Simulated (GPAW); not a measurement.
Runs of GPAW 26.7.0 on Fe. Symmetry: Fmmm, No. 69, orthorhombic system. Conventional cell: a = 2.997 Å, b = 3.883 Å, c = 3.930 Å, α = 90.00°, β = 90.00°, γ = 90.00°. Fe (site symmetry mmm) is surrounded by 12 Fe at 2.45 to 2.76 Å. 

```csv
level,U,pressure (GPa),moment (μB)
PBEsol+U,Fe d U = 4 eV,(c),2.95
PBEsol+U,Fe d U = 8 eV,42.7,3.22
PBEsol+U,Fe d U = 1 eV,(b),2.61
PBEsol+U,Fe d U = 2 eV,7.0,2.65
PBEsol+U,Fe d U = 3 eV,14.5,(a)
PBEsol,-,-7.2,2.22
PBEsol+U,Fe d U = 6 eV,34.6,3.06
```

Alike in all rows: task band structure; potentials or basis PAW data sets generated in the run's folder for this functional, pw; spin collinear, ferromagnetic start; cell as given; k mesh 11 × 11 × 11; cutoff (eV) 600; smearing fermi-dirac 0.05 eV.

Task: Estimate the missing entries.

Result: (a) 2.82; (b) 3.7; (c) 21.7.

Caveats: the U is typed as a test and isn't derived for this compound (some runs); a pressure of tens of GPa on the cell as given is suspect, and the run, the potentials or the cell itself is likely at fault (some runs).

Runs at the PBE level aren't shown here.
